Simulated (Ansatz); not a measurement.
# Generalised stacking fault on (110) of a KCl-RbCl solid solution (80 atoms): support functions against a reference

Aim: test how closely localised support functions follow the reference on generalised stacking fault on (110) of a KCl-RbCl solid solution (80 atoms), and at what cost. A setting counts as converged where the r.m.s. difference of forces stays under 1 % of the r.m.s. force.

Method: Kohn-Sham DFT, PBE, PAW (set soft_2), plane waves, in Ansatz 0.2.0.

## Step 1: The structure

The cell holds 80 atoms: 13 Rb, 40 Cl and 27 K. Cell: a = 7.339 Å, b = 10.379 Å, c = 26.113 Å, α = 90.0°, β = 86.0°, γ = 90.0°. It derives from KCl and RbCl. CsCl-type KCl lattice (a = 3.6697 Å, the value set for the mixture), cell with z along [110], 2 x 2 x 5 periods; the third cell vector is tilted by 0.500 of [001] and lengthened by 0.1 Å, so the cell holds one fault; displaced by a Gaussian of 0.01 Å; 13 of 40 K sites given to Rb at random (lattice constant by Vegard's rule between KCl and RbCl).

What the set-up can't give: The host structure and its lattice constant were typed by rule, without a check against the phase diagram.

## Step 2: Plane-wave single point

The first run fixes the reference, at a cutoff of 420 eV.

The input, input.yaml:

```yaml
crystal:
  lattice:
    - [7.3394, 0.0, 0.0]
    - [0.0, 10.37948, 0.0]
    - [1.83485, 0.0, 26.0487]
  atoms:
    - { symbol: Rb, position: [0.75024, 0.00092, 0.99566] }
    - { symbol: Cl, position: [0.22457, 0.00062, 0.09925] }
    - { symbol: K, position: [0.25159, 0.99894, 0.99608] }
    - { symbol: Cl, position: [0.72647, 0.9991, 0.09992] }
    - { symbol: K, position: [0.74869, 0.49869, 0.99572] }
    - { symbol: Cl, position: [0.22666, 0.49817, 0.09923] }
    - { symbol: K, position: [0.24853, 0.49943, 0.99551] }
    - { symbol: Cl, position: [0.72815, 0.49891, 0.09929] }
    - { symbol: K, position: [0.97671, 0.25071, 0.09866] }
    - { symbol: Cl, position: [0.20152, 0.24935, 0.19882] }
    - { symbol: Rb, position: [0.47521, 0.24975, 0.0991] }
    - { symbol: Cl, position: [0.70188, 0.24953, 0.19853] }
    - { symbol: K, position: [0.95228, 0.99888, 0.19899] }
    - { symbol: Cl, position: [0.17611, 0.00132, 0.29812] }
    - { symbol: Rb, position: [0.45009, 0.00078, 0.19902] }
    - { symbol: Cl, position: [0.67573, 0.99887, 0.29884] }
    - { symbol: K, position: [0.97378, 0.74814, 0.09963] }
    - { symbol: Cl, position: [0.1992, 0.75033, 0.19914] }
    - { symbol: K, position: [0.47671, 0.75142, 0.09866] }
    - { symbol: Cl, position: [0.70144, 0.74958, 0.1989] }
    - { symbol: K, position: [0.94998, 0.50196, 0.19937] }
    - { symbol: Cl, position: [0.17515, 0.49997, 0.29846] }
    - { symbol: K, position: [0.45032, 0.50155, 0.19845] }
    - { symbol: Cl, position: [0.6761, 0.49973, 0.29901] }
    - { symbol: K, position: [0.92371, 0.24855, 0.29879] }
    - { symbol: Cl, position: [0.14991, 0.25023, 0.39814] }
    - { symbol: K, position: [0.42662, 0.24952, 0.29866] }
    - { symbol: Cl, position: [0.64811, 0.25172, 0.39778] }
    - { symbol: Rb, position: [0.89782, 0.99859, 0.39799] }
    - { symbol: Cl, position: [0.12532, 0.00269, 0.49788] }
    - { symbol: Rb, position: [0.39738, 0.00218, 0.39826] }
    - { symbol: Cl, position: [0.62589, 0.99894, 0.49801] }
    - { symbol: K, position: [0.92542, 0.74991, 0.29759] }
    - { symbol: Cl, position: [0.14876, 0.75149, 0.3978] }
    - { symbol: Rb, position: [0.4254, 0.75012, 0.2985] }
    - { symbol: Cl, position: [0.65075, 0.7496, 0.39834] }
    - { symbol: K, position: [0.90112, 0.50076, 0.39757] }
    - { symbol: Cl, position: [0.12294, 0.49905, 0.49769] }
    - { symbol: K, position: [0.40129, 0.49924, 0.39807] }
    - { symbol: Cl, position: [0.62476, 0.50026, 0.49752] }
    - { symbol: Rb, position: [0.87584, 0.24981, 0.49807] }
    - { symbol: Cl, position: [0.09927, 0.24918, 0.5978] }
    - { symbol: K, position: [0.3763, 0.25017, 0.49754] }
    - { symbol: Cl, position: [0.60166, 0.24835, 0.59776] }
    - { symbol: K, position: [0.85147, 0.99892, 0.59714] }
    - { symbol: Cl, position: [0.07744, 0.99979, 0.6969] }
    - { symbol: K, position: [0.35405, 0.99889, 0.59774] }
    - { symbol: Cl, position: [0.57409, 0.00089, 0.6967] }
    - { symbol: K, position: [0.87734, 0.75044, 0.49765] }
    - { symbol: Cl, position: [0.10015, 0.74896, 0.59783] }
    - { symbol: K, position: [0.37821, 0.75048, 0.49779] }
    - { symbol: Cl, position: [0.59993, 0.74877, 0.59786] }
    - { symbol: K, position: [0.85041, 0.49884, 0.59711] }
    - { symbol: Cl, position: [0.07554, 0.4991, 0.69631] }
    - { symbol: Rb, position: [0.35084, 0.49942, 0.59705] }
    - { symbol: Cl, position: [0.57493, 0.50057, 0.69699] }
    - { symbol: Rb, position: [0.82638, 0.25001, 0.69702] }
    - { symbol: Cl, position: [0.04894, 0.24898, 0.79682] }
    - { symbol: K, position: [0.32558, 0.24964, 0.69698] }
    - { symbol: Cl, position: [0.55212, 0.25107, 0.79683] }
    - { symbol: K, position: [0.80206, 0.00029, 0.79629] }
    - { symbol: Cl, position: [0.02515, 0.9996, 0.89657] }
    - { symbol: K, position: [0.30221, 0.00109, 0.79594] }
    - { symbol: Cl, position: [0.52676, 0.00119, 0.896] }
    - { symbol: Rb, position: [0.82386, 0.74889, 0.69675] }
    - { symbol: Cl, position: [0.04785, 0.74988, 0.79577] }
    - { symbol: K, position: [0.32781, 0.74961, 0.69764] }
    - { symbol: Cl, position: [0.55127, 0.74917, 0.79655] }
    - { symbol: Rb, position: [0.79991, 0.50013, 0.79658] }
    - { symbol: Cl, position: [0.02781, 0.50137, 0.89549] }
    - { symbol: Rb, position: [0.30243, 0.50019, 0.79643] }
    - { symbol: Cl, position: [0.52794, 0.49923, 0.89666] }
    - { symbol: K, position: [0.7742, 0.24854, 0.89646] }
    - { symbol: Cl, position: [0.00198, 0.24951, 0.99587] }
    - { symbol: K, position: [0.27701, 0.24925, 0.89615] }
    - { symbol: Cl, position: [0.50016, 0.2492, 0.99604] }
    - { symbol: K, position: [0.77702, 0.74971, 0.89558] }
    - { symbol: Cl, position: [7.0e-05, 0.74949, 0.99572] }
    - { symbol: Rb, position: [0.27753, 0.75033, 0.89632] }
    - { symbol: Cl, position: [0.50337, 0.75161, 0.99571] }
kpoints:
  mp_grid: { grid: [2, 1, 1] }
hamiltonian:
  xc: pbe
scf:
  occupations: { method: gaussian, width: 0.05 }
output:
  forces: true
  stress: true
  populations: intrinsic
  dos:
    method: { smearing: { sigma: 0.1 } }
    de: 0.1
    projected: { site_lists: { Cl: [Cl], K: [K], Rb: [Rb] } }
  eigenvalues: true
  write_density: true
  write_potential: true
  volumetric_format: npy
  elf: true
```

Started as:

```
$ ansatz run input.yaml --threads 8 --pin off --max-ram 15872MiB --backend cpu --events-out ev --progress --plain --runs-dir out
```

Numbers of over 12 decimals in the logs are rounded to 6 here.

Log:

```text
Engine: ansatz 0.2.0, aarch64-unknown-linux-gnu
Pseudopotentials: kind: paw
Pseudopotential: Rb, paw, valence charge 9, recommended cutoff 420 eV (normal), Rb.paw.azcp
Pseudopotential: Cl, paw, valence charge 7, recommended cutoff 420 eV (normal), Cl.paw.azcp
Pseudopotential: K, paw, valence charge 9, recommended cutoff 420 eV (normal), K.paw.azcp
[... 5 lines on functional and potentials left out ...]
Crystal: 80 atoms, lattice volume = 1984.368 Å³
Basis set: ecut = 420 eV, 38807 PW (Γ), exchange–correlation on 100×144×360 points (8 copies of the dense FFT grid, shifted against one another)
Bands: 400, of which v1, the nominal top of the filled ones, is band 320 counted from 1 (319 counted from 0)
Symmetry: 1 space group operations
Space group: P1 (ITA 1), of the structure as read, at distance tolerance 1.3e-4 Å
k-points: 2
[... 7 lines on functional and potentials left out ...]
Initial density: superposition of atomic densities (neutral atoms: chi_scale 0, normalization atom), corrected by the library's trained network
Initial wavefunctions: pseudopotential atomic-orbital guess
Functional: x = pbe(κ = 0.804, μ = 0.219515), c = pbe(β = 0.066725)
SCF iter   1: F=—  HF=-127320.148730 eV  |F-HF|=—  |Δ(HF+E_count)|=         —  Δρ=4.04e-4  dr2=1.41e-2  ethr=1.77e-3  ⟨swp⟩=13.0  Hψ=4933  notcnv=0  defer=32
preconditioner: auto → Resta (q_TF=auto, 2.259 Å⁻¹)  ε∞=2.9  [insulator: Δε(μ)=5.499 eV  Ē_g=14.317 eV  σ=0.050 eV  W_gap=1.00  n_scr=398 (ndim 8)  ℏωp=19.7 eV  f_vac=0.003  D(μ)=0.00/eV (n_scr^D=0)  ε∞_Penn≈2.9]
SCF iter   2: F=—  HF=-127320.123345 eV  |F-HF|=—  |Δ(HF+E_count)|=   2.54e-2  Δρ=2.32e-4  dr2=3.71e-3  ethr=2.20e-6  ⟨swp⟩=2.5  Hψ=1571  notcnv=0  defer=43
SCF iter   3: F=—  HF=-127320.122094 eV  |F-HF|=—  |Δ(HF+E_count)|=   1.25e-3  Δρ=9.95e-5  dr2=3.54e-4  ethr=5.80e-7  ⟨swp⟩=2.0  Hψ=1131  notcnv=0  defer=43
SCF iter   4: F=—  HF=-127320.122044 eV  |F-HF|=—  |Δ(HF+E_count)|=   4.96e-5  Δρ=3.80e-5  dr2=3.12e-5  ethr=5.53e-8  ⟨swp⟩=2.0  Hψ=1137  notcnv=0  defer=43
SCF iter   5: F=—  HF=-127320.120594 eV  |F-HF|=—  |Δ(HF+E_count)|=   1.45e-3  Δρ=8.34e-6  dr2=1.42e-6  ethr=4.87e-9  ⟨swp⟩=2.0  Hψ=1398  notcnv=0  defer=50
SCF iter   6: F=—  HF=-127320.120595 eV  |F-HF|=—  |Δ(HF+E_count)|=   9.14e-7  Δρ=2.44e-6  dr2=1.58e-7  ethr=2.22e-10  ⟨swp⟩=2.5  Hψ=1219  notcnv=0  defer=50
SCF iter   7: F=-127320.120595 eV  HF=-127320.120595 eV  |F-HF|=1.60e-9  |Δ(HF+E_count)|=   7.61e-9  Δρ=8.09e-7  dr2=1.11e-8  ethr=1.56e-11  ⟨swp⟩=20.0  Hψ=6433  notcnv=0
SCF 1 converged in 7 iterations: F = -127320.120595 eV  dr2 = 1.11e-8
  greatest PAW one-centre occupation: 0.988 electrons in one spin orbital (limit 2), on the K atom at site 8 (counted from 0), in its partial waves of l = 0
SCF converged after 7 iterations
Free energy (F): -127320.120595 eV
Harris-Foulkes:  -127320.120595 eV  (|F-HF|=1.60e-9)
Internal energy: -127320.120595 eV  (E = F + TS)
E sigma→0 (E₀):  -127320.120595 eV
Fermi energy:    6.414927 eV
--- Per-component energies (eV) ---
  E_band       = -3488.005401
  E_kinetic    = 15945.219944
  E_local      = -27233.199606  (includes V_loc(G=0)·N_el)
  E_nonlocal   = 3740.169436
  E_hartree    = 8209.131933
  E_xc         = -9711.548745
  E_vxc        = -11218.936588  (∫ρ·V_xc dr)
  E_paw        = -81520.703879  (= ΣΔE_a)
  E_vpaw       = -1139.521138  (= ΣTr[D̂ρ^β])
  E_aug_tail   = 0.003472  (compensation charges beyond the density's cutoff)
  E_ewald      = -36749.193149
  E_smearing   = -0.000000  (= −TS)
  E_closure    = -0.000000  (closes the sum)
  Σ components = -127320.120595   (vs F -127320.120595, Δ=0.00e0)
--- Forces (eV/Å), atoms counted from 1 ---
  atom   1  Rb     0.03785352    -0.02551721    -1.23767213
  atom   2  Cl    -0.16536922    -0.16095420     0.65389538
  atom   3  K     -0.02797504     0.00061414    -0.92889494
  atom   4  Cl     0.17769264    -0.12607592     1.22214637
  atom   5  K      0.02475757     0.03185861    -0.88933868
  atom   6  Cl    -0.07246314     0.19590906     0.73435507
  atom   7  K      0.00508410     0.02480175    -0.85319154
  atom   8  Cl     0.05748899     0.15343440     0.74514641
  atom   9  K     -0.00368841    -0.01072317     1.02587024
  atom  10  Cl    -0.21027251     0.17114485     0.14410588
  atom  11  Rb     0.03084088     0.01031396     1.46132694
  atom  12  Cl     0.18445355     0.15032125     0.16144828
  atom  13  K     -0.03131024     0.04892998    -0.00733763
  atom  14  Cl    -0.19976657     0.09067205    -0.08482161
[...]
atom  79  Rb    -0.02580079     0.02457519    -0.02083192
  atom  80  Cl    -0.03738244    -0.17578812    -0.69519713
  max |Σ_I F_I| component: 3.50e-5 eV/Å
--- Stress (GPa, compression-positive) ---
        5.184462       0.007831       0.004343
        0.007831       4.668085      -0.003080
        0.004343      -0.003080       6.600024
  P = ⅓ Tr σ = 5.4842 GPa (54.842 kbar)
--- Band table (eV) ---
  k-point 0: bands = ["-24.1640", "-24.1626", "-24.1588", "-24.1551", [... 384 levels ...], "12.0823", "12.0922", "12.1375", "12.2189", "12.2344", "12.2463", "12.2625", "12.2735", "12.2842", "12.2895", "12.3110", "12.3213"]
  k-point 1: bands = ["-24.1633", "-24.1611", "-24.1565", "-24.1501", [... 384 levels ...], "12.1030", "12.1083", "12.1478", "12.1669", "12.2051", "12.2362", "12.2484", "12.2662", "12.2864", "12.3018", "12.3374", "12.3427"]
--- intrinsic populations: 80 sites ---
  site symbol       q [e]
     0     Rb      8.1951
     1     Cl      7.7730
     2      K      8.2391
[...]
79     Cl      7.7737
  spilling = 0.000000 (of n_electrons = 640.000000)
```

Run time: 49 s. Hardware: 8 threads of Arm Neoverse V1, shared host; peak memory 6.8 GiB.

Reading the cycles: dr2 is the Hartree energy of the density residual (eV), the measure of convergence; HF is the Harris–Foulkes estimate of the energy, which meets the free energy F at convergence.

Numbers from this run:

```yaml
free_energy: -127320.1206 eV
free_energy_per_atom: -1591.5015 eV/atom
scf_cycles: 7
pressure: 5.484 GPa
r_m_s_force_component: 0.2741 eV/Å
longest_force: 1.581 eV/Å
fermi_energy: 6.415 eV
spacing_of_highest_filled_and_lowest_empty_level: 5.502 eV
```

The r.m.s. force component of 0.27 eV/Å and the pressure of 5.5 GPa set the scale for the differences below.

## Step 3: Support functions low

With localised support functions most steps grow linearly with size, though the diagonalisation grows faster unless the density matrix is cut; this run measures error and cost at this size. The level low gives here a grid of 30×48×108 points and a radius of 4.36 Å.

This step: Kohn-Sham DFT, PBE, PAW (set soft_2), localised support functions (low) (Ansatz 0.2.0).

input.yaml, the sections that differ from step 2:

```yaml
scf:
  occupations: { method: gaussian, width: 0.05 }
  eigensolver: { kind: { support_functions: { accuracy: low } } }
  mixing: { beta: 0.2 }
  max_iter: 150
output:
  forces: true
  eigenvalues: true
# crystal, kpoints, hamiltonian: as in step 2
```

Log:

```text
Warning: scf.eigensolver.kind.support_functions: disabling space-group detection — the functions' gradient is summed over unrotated k-points, so no spatial operation reduces the k-mesh or symmetrises the density; time reversal is kept, so that k and −k are solved as one point where they differ and the mesh holds both, and exact exchange and, on two spinor components, a DFT+U term hold to it where the run has them: [...]
settings of this run that can trade accuracy for cost: scf.eigensolver.kind.support_functions; scf.eigensolver.kind.support_functions.accuracy: low [...]
[...]
Crystal: 80 atoms, lattice volume = 1984.368 Å³
Basis set: ecut = 420 eV, 38807 PW (Γ), exchange–correlation on 100×144×360 points (8 copies of the dense FFT grid, shifted against one another)
Bands: 384, of which v1, the nominal top of the filled ones, is band 320 counted from 1 (319 counted from 0)
Symmetry: 1 space group operations
k-points: 2
[...]
Eigensolver: Support functions (low, 30×48×108 points, laid for a spacing of at most 0.246777 Å, radius 4.355943 Å, 3 species' potentials softened for the grid, 3 wholly corrected for its errors in the mean over positions, 3 with the egg-box correction, energy correction by stochastic trace)
[...]
SCF iter   1: F=—  HF=-127325.381524 eV  |F-HF|=—  |Δ(HF+E_count)|=         —  Δρ=3.81e-2  dr2=4.71e1  ethr=1.00e-1
[...]
SCF iter  14: F=—  HF=-127320.126909 eV  |F-HF|=—  |Δ(HF+E_count)|=   8.00e-4  Δρ=4.28e-5  dr2=4.19e-5  ethr=8.50e-9  κ⁻¹=2.6e-7(r=7)
SCF iter  15: F=-127320.127535 eV  HF=-127320.127534 eV  |F-HF|=6.85e-7  |Δ(HF+E_count)|=   6.26e-4  Δρ=1.20e-5  dr2=2.82e-6  ethr=6.55e-9
SCF 1 converged in 15 iterations: F = -127320.137820 eV  dr2 = 2.82e-6
[...]
SCF converged after 15 iterations
Stability not checked: this state was not tested for a lower state beside it, because the mixer in use, unlike msr1, does not test its closes by its own steps (another_mixer; see scf.mixing.algorithm and scf.lower_state_search)
Free energy (F): -127320.137820 eV
[...]
Internal energy: -127320.137820 eV  (E = F + TS)
E sigma→0 (E₀):  -127320.137820 eV
Fermi energy:    6.414833 eV
[...]
Σ components = -127320.137820   (vs F -127320.137820, Δ=0.00e0)
--- Forces (eV/Å), atoms counted from 1 ---
  atom   1  Rb     0.03790366    -0.02557335    -1.23790458
  atom   2  Cl    -0.16566615    -0.16097900     0.65444163
  atom   3  K     -0.02815996     0.00070999    -0.92982406
  atom   4  Cl     0.17754087    -0.12600058     1.22200387
[...]
atom  80  Cl    -0.03718213    -0.17573363    -0.69634632
  max |Σ_I F_I| component: 7.82e-3 eV/Å
--- Band table (eV) ---
[...]
```

It took 72 s on 8 threads; peak memory 3.2 GiB.

The program notes that the band table was not solved further than the SCF left it and it switched symmetry off.

Keys that differ from the reference: support_functions.accuracy = "low", scf.max_iter = 150 and scf.mixing.beta = 0.2.

Forces differ from the reference by 0.29 meV/Å r.m.s., 0.10 % of their size, well within a tolerance of 1 %; the energy by -0.22 meV/atom. It took 72 s and 15 cycles; the reference's time can't be set against it, since the two runs asked for unlike analyses.

## Step 4: Support functions medium

The level medium is asked for. Here it resolves to the same grid and radius as in the run with support functions low, so the basis is not new.

This step: Kohn-Sham DFT, PBE, PAW (set soft_2), localised support functions (medium) (Ansatz 0.2.0).

input.yaml, the sections that differ from step 3:

```yaml
scf:
  occupations: { method: gaussian, width: 0.05 }
  eigensolver: { kind: { support_functions: { accuracy: medium } } }
  mixing: { beta: 0.2 }
  max_iter: 150
# crystal, kpoints, hamiltonian, output: as in step 3
```

Log:

```text
[...]
Crystal: 80 atoms, lattice volume = 1984.368 Å³
Basis set: ecut = 420 eV, 38807 PW (Γ), exchange–correlation on 100×144×360 points (8 copies of the dense FFT grid, shifted against one another)
Bands: 384, of which v1, the nominal top of the filled ones, is band 320 counted from 1 (319 counted from 0)
Symmetry: 1 space group operations
k-points: 2
[...]
Eigensolver: Support functions (medium, 30×48×108 points, laid for a spacing of at most 0.246777 Å, radius 4.355943 Å, 3 species' potentials softened for the grid, 3 wholly corrected for its errors in the mean over positions, 3 with the egg-box correction, energy correction by stochastic trace)
[...]
SCF iter   1: F=—  HF=-127325.381524 eV  |F-HF|=—  |Δ(HF+E_count)|=         —  Δρ=3.81e-2  dr2=4.71e1  ethr=1.00e-1
[...]
SCF iter  16: F=—  HF=-127320.128079 eV  |F-HF|=—  |Δ(HF+E_count)|=   5.45e-4  Δρ=8.28e-6  dr2=1.95e-6  ethr=4.40e-10  κ⁻¹=3.1e-6(r=7)
SCF iter  17: F=-127320.128079 eV  HF=-127320.128079 eV  |F-HF|=1.17e-7  |Δ(HF+E_count)|=   3.48e-8  Δρ=3.88e-6  dr2=3.86e-7  ethr=3.05e-10
SCF 1 converged in 17 iterations: F = -127320.137829 eV  dr2 = 3.86e-7
[...]
SCF converged after 17 iterations
[...]
Free energy (F): -127320.137829 eV
[...]
Internal energy: -127320.137829 eV  (E = F + TS)
E sigma→0 (E₀):  -127320.137829 eV
Fermi energy:    6.414765 eV
[...]
Σ components = -127320.137829   (vs F -127320.137829, Δ=0.00e0)
--- Forces (eV/Å), atoms counted from 1 ---
  atom   1  Rb     0.03788449    -0.02555293    -1.23806565
  atom   2  Cl    -0.16567778    -0.16098568     0.65430443
  atom   3  K     -0.02809704     0.00068628    -0.93018407
  atom   4  Cl     0.17754857    -0.12600968     1.22193276
[...]
atom  80  Cl    -0.03717578    -0.17574435    -0.69618091
  max |Σ_I F_I| component: 7.92e-3 eV/Å
--- Band table (eV) ---
[...]
```

Wall time 77 s (8 threads); peak memory 3.2 GiB.

Keys that differ from the reference: support_functions.accuracy = "medium", scf.max_iter = 150 and scf.mixing.beta = 0.2.

Forces differ from the reference by 0.28 meV/Å r.m.s., 0.10 % of their size, well within a tolerance of 1 %; the energy by -0.22 meV/atom. It took 77 s and 17 cycles; the reference's time can't be set against it, since the two runs asked for unlike analyses.

(Continued in part 2 of 2.)

[Logs are printed without paths, hosts, clocks, repeated set-up lines and the standing remarks that a program may print on its own settings, such as how far it seeks lower states.]

[Hosts, paths, dates, database ids (printed as entryN), source tags and the programs' standing remarks are cut or masked in the printed files.]
